**Problem: muonic X-ray lines from silver to xenon by hand**

A negative muon bound to a nucleus drops from level to level and emits X-rays. The table gives four such lines from a one-muon Dirac calculation with a finite nucleus and the Uehling vacuum-polarisation potential. Z is the nuclear charge, A the mass number, R the nuclear rms charge radius, and a level is written n, l, j, upper level first. The two 3p→1s lines are called K lines here and the two 3d→2p lines L lines. Use ½mc²α² = 2.8132 keV and ħ/(mcα) = 255.9 fm for the muon mass m.

Radial Dirac-Fock and Kohn-Sham solver 3: muonic X-ray transition energies for Ag to Xe, from the Dirac equation for a negative muon with reduced mass, a spherical Gaussian nuclear charge and the Uehling potential to all orders. Nuclear polarisation, deformation, self-energy and electron screening are not included. Each line is labelled with its upper level first.

| species | Z | mass number | nuclear rms radius (fm) | line energy (3p3/2 1s1/2) (keV) | line energy (3p1/2 1s1/2) (keV) | line energy (3d5/2 2p3/2) (keV) | line energy (3d3/2 2p3/2) (keV) |
| --- | --- | --- | --- | --- | --- | --- | --- |
| Ag | 47 | 107 | 4.545 | 4083.2 | 4072.7 | 867.96 | 863.33 |
| Cd | 48 | 114 | 4.609 | 4204.7 | 4193.5 | 904.63 | 899.58 |
| In | 49 | 115 | 4.616 | 4346.0 | 4334.0 | 942.35 | 936.87 |
| Sn | 50 | 120 | 4.652 | 4477.2 | 4464.3 | 980.56 | 974.61 |
| Sb | 51 | 121 | 4.680 | 4611.4 | 4597.7 | 1019.5 | 1013.0 |
| Te | 52 | 130 | 4.742 | 4732.0 | 4717.5 | 1058.7 | 1051.7 |
| I | 53 | 127 | 4.750 | 4874.9 | 4859.4 | 1099.1 | 1091.6 |
| Xe | 54 | 132 | 4.786 | 5006.0 | 4989.6 | 1139.9 | 1131.8 |

**(a) From hydrogen-like levels and one fitted constant for the nuclear size, build a rule for the 3p3/2→1s1/2 line. Apply it to Ag and Te.**

*Solution.* With the reduced mass μ = m/(1 + m/M), M ≈ A atomic mass units, the energy scale is B₀ = ½μc²(Zα)² and the length scale is a = ħ/(μcZα). The reduced mass lies about 0.1% below m. For a point nucleus the Dirac binding energy to order (Zα)⁴ is

B(n, j) = (B₀/n²)[1 + (Zα/n)²(n/(j + ½) − ¾)].

This serves for 3p3/2 to a few keV, since its orbit lies mostly outside the nucleus. The calculation gives that level a size loss of 3.4 keV in Ag and 8.2 keV in Xe, partly offset by Uehling binding of 2.6 and 3.8 keV, and the rule leaves the remainder to the fitted constant. The 1s level depends on x = R/a, which runs from 0.83 in Ag to 1.01 in Xe. Inside the charge the attraction is weaker than Coulomb's by δV, and Poisson's equation with ∇²r² = 6 gives ∫δV d³r = (2π/3)ZαħcR². Multiplying by |ψ(0)|² = 1/(πa³) and using Zαħc/a = 2B₀ gives a first-order loss of (4/3)x²B₀. That is 0.93 B₀ in Ag and more than B₀ from In onward, which would leave the level unbound. The calculation itself finds a loss of 26% of the point-Dirac binding in Ag and 31% in Xe.

First order overshoots for two reasons. The wave function falls off across a nucleus as large as a, so |ψ(0)|² overstates the density there, and the weakened attraction lets the muon move outward. The calculation shows the second effect: the 1s mean radius in Ag is more than a quarter above the 1.5a = 8.2 fm of a non-relativistic point nucleus.

A light alkali atom such as sodium suggests the form. Its valence electron sees a Coulomb field outside a core and a different field inside, and its levels follow 1/(n − defect)², with a large defect for s, a smaller one for p and almost none for d. The nucleus plays the core, but it weakens the field, so the defect adds to n: B(1s) = B₀/(1 + δ)². The analogy gives the form and the order in l. It gives no value for δ, and it is loosest for 1s, since an alkali defect describes orbits much larger than the core. Small x requires δ → (2/3)x², and the simplest damped form with that limit is

δ = (2/3)x²/(1 + cx).

This is an interpolation, not a derived result. A least-squares fit of B(1s) − B(3, 3/2) to all eight 3p3/2→1s1/2 energies gives c = 2.81, so both worked rows belong to the fit.

Ag: μ/m = 1 − 0.00106, B₀ = 2.8132 × 47² × 0.99894 = 6207.8 keV, Zα = 0.3430, a = 5.451 fm and x = 4.545/5.451 = 0.834. Then δ = 0.4635/3.343 = 0.1386 and B(1s) = 6207.8/1.1386² ≈ 4788 keV. The upper level is (6207.8/9)(1 + 0.1176 × 0.75/9) = 696.5 keV. The line falls at 4092 keV, 0.21% above the table's 4083.2 keV.

Te: B₀ = 7600.3 keV, a = 4.926 fm, x = 0.963 and δ = 0.1667, so B(1s) = 5583 keV. Subtracting 854.6 keV gives 4729 keV, 0.07% below 4732.0 keV.

The rule explains the slow growth. Since x ∝ ZR, the defect rises from 0.139 to 0.177 along the series, and the line grows 1.226-fold while Z² grows 1.320-fold. Vacuum polarisation cannot be the cause: the 1s Uehling term adds binding and is 0.82% of the line at both ends.

**(b) Do the same for the 3d→2p3/2 lines, and find which doublet spacings the point formula reproduces.**

*Solution.* A p wave vanishes at the origin. Near it the 2p radial function squared is r²/(24a⁵), and ∇²r⁴ = 20r² turns the first-order loss into Zαħc⟨r⁴⟩/(480a⁵). A Gaussian charge has ⟨r⁴⟩ = (5/3)R⁴, so the loss is B₀x⁴/144. For Ag this is 20.8 keV, where the calculation finds 9.7 keV. The neglected factor e^(−r/a) of the 2p density acts at the radii where r²δV has its weight, which suggests a damping e^(−kx). The size shift of 3d stays below 0.14 keV in all rows and is dropped. The Uehling term, a strengthening of the Coulomb field at distances shorter than the electron's Compton wavelength, is a nearly constant fraction of the point-formula line, 0.70 to 0.73%. Its mean of 0.72% is read from the calculation's own Uehling shifts and so tests nothing. Then

E = 1.0072 [B(2, 3/2) − B(3, j)] − (B₀x⁴/144)e^(−kx),

with k = 0.94 from least squares on all eight 3d5/2→2p3/2 energies. The same form fitted to the calculated 2p3/2 size shifts gives 0.92, so the term does describe the size loss; the last digit of k trades against the Uehling fraction.

Ag: B(2, 3/2) = (6207.8/4)(1 + 0.1176 × 0.25/4) = 1563.4 keV and B(3, 5/2) = 692.0 keV, a difference of 871.4 keV. Uehling adds 6.3 keV and size removes 20.8 × e^(−0.784) = 9.5 keV, which leaves 868.1 keV when the terms are not rounded first, against 867.96 keV. Te: 1917.2 − 847.9 + 7.7 − 18.3 = 1058.7 keV, the table's value.

The bare Bohr difference (5/36)B₀ is low by only 0.66% of the table's value in Ag and 0.13% in Xe. This is a cancellation: the relativistic term alone turns the Xe error into +1.27%, Uehling raises it further, and a size loss of 23 keV brings it back. The size loss grows much faster with Z than the other two, so the balance is particular to this region.

The point formula gives spacings B₀(Zα)²/162 for 3d and B₀(Zα)²/54 for 3p. The table's 3d spacing lies 3 to 4% above the formula in each row, and the scatter within that band is rounding. The 3p spacing is only 0.78 of the formula in Ag and falls steadily to 0.70 in Xe. The small Dirac component of a p1/2 state is s-like and finite at the origin, so 3p1/2 feels the nucleus more than 3p3/2. The calculated shifts bear this out: in Xe the exact point-Dirac spacing of 26.2 keV is cut by 10.1 keV to 16.1 keV, close to the table's 16.4 keV.

**(c) How accurate are the rules, why are the K-line steps uneven, and where does the range end?**

*Solution.* The K rule has an rms error of 6.6 keV and stays within 0.23% of each 3p3/2→1s1/2 value. Except in Sb, the errors far exceed the 0.05 keV rounding, and they are systematic, sliding from +8 keV in Ag to −12 keV in Xe. With c = 2.79, fitted to Ag through Sn only, Xe comes out 19 keV (0.4%) low. A point-Dirac 1s energy in place of B₀, with c refitted to 2.35 on the same eight rows, is slightly better at 4.8 keV rms; that c moves so much shows it has no physical meaning of its own. For 3p1/2→1s1/2 the error reaches −19 keV in Xe, because an overstated doublet spacing adds to this drift. The L rule holds within 0.15 keV for the fitted line and 0.24 keV for 3d3/2→2p3/2, which was not fitted.

The K steps are small into Cd and Te (121.5 and 120.6 keV), where R jumps by 0.06 fm, and large into In and I (141.3 and 142.9 keV), where R grows by under 0.01 fm. A straight line through step against radius step has a slope of −378 keV/fm and a correlation of −0.996. The rule reproduces the zigzag, with each step 2 to 5 keV too small, and loses it when R is replaced by a straight line in Z. The unevenness therefore comes from the radii of the chosen isotopes; Te has A = 130, above the 127 of I. The slope is an average over the series, and the rule's own derivative steepens from −333 keV/fm in Ag to −469 keV/fm in Xe. For a neighbouring isotope with R larger by 0.02 fm the K line should thus drop by about 7 keV in Ag, 8 keV in mid-series and 9 keV in Xe, and the L line far less. The same sensitivity makes R the weak input: the rough recalled radius 1.2A^(1/3)√(3/5) fm raises the rms error to 34 keV and puts Ag 1.3% high.

The table tests only x from 0.83 to 1.01. Solving the Schrödinger equation for a Gaussian charge probes the form, though no element, beyond that: the c needed rises from 2.10 at x = 0.2 to 3.05 at x = 2.0. Held at its x = 0.9 value, it gives the model's 1s binding within 1% at the smaller x tried, but 1.5% low at x = 1.2 and 7.6% low at x = 2.0. The sign of the error agrees with the large-x limits, although x = 2.0 is still far from them: the rule ends by falling as B₀/x², whereas a muon deep inside the nucleus is bound by the depth of the well, of order B₀/x. The model needs c = 2.60 at x = 0.9. The larger fitted value means more binding, from the two terms that the model leaves out: in Sn the calculated 1s Uehling shift makes up about half of the difference, and relativity is left for the rest.

The constants also belong to one nuclear shape. The calculation uses a Gaussian charge. A first-order estimate of the Sn 3d5/2 size shift gives 0.028 keV for a Gaussian and 0.018 keV for a Fermi shape of equal R, against 0.031 keV in the calculation. A Gaussian holds more charge at the centre, and the same Schrödinger model puts its extra 1s binding in Sn at some tens of keV, more than the error of the rule. The K rule thus reproduces this calculation, and would need a new c for realistic nuclei. The same holds for the L rule, whose size term rests on the Gaussian ⟨r⁴⟩, so its accuracy of a fraction of a keV is accuracy against this model only. Nuclear polarisation and self-energy, roughly of keV size for 1s as recalled, also exceed the printed decimals, electron screening is absent, and a deformed nucleus would split a line into hyperfine components that no single number describes.
